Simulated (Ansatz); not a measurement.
AlN:

```
Al N
1.0
     0.00000    2.03452    2.03452
     2.03452    0.00000    2.03452
     2.03452    2.03452    0.00000
Al N
1 1
Direct
  0.50000 0.50000 0.50000
  0.00000 0.00000 0.00000
```

Measurements of this composition are mostly on another form, of space group No. 186.

Base run:

- Program: Ansatz 0.2.0
- Functional: revPBE
- Potentials or basis: Ansatz PAW
- Cutoff: 420 eV (not typed: the program's choice for these potentials)
- k mesh: 11 × 11 × 11
- Occupations: fermi-dirac, width 0.05 eV
- Spin: no spin polarisation

Its results: band gap on the k mesh 4.67 eV, indirect (least direct gap 5.41 eV); pressure 3.8 GPa.

Q: After a change of settings the same cell gave: band gap on the k mesh 4.42 eV, indirect (least direct gap 5.48 eV); pressure -11.0 GPa. Which change was it?
A. functional from revPBE to r2SCAN; cutoff from 420 eV (not typed: the program's choice for these potentials) to 500 eV (not typed: the program's choice for these potentials)
B. functional from revPBE to RPBE
C. functional from revPBE to BLYP
D. functional from revPBE to LDA

A: D.

LDA binds more tightly than revPBE, so the same cell stands under less pressure.

Caveats: the k mesh misses the band edges, so the gap on the mesh is wider than the one along the path; the PAW data sets come from PBE, with cores solved anew for the run's functional, which leaves a small shift of forces and pressure.

Runs at the PBE level aren't shown here.
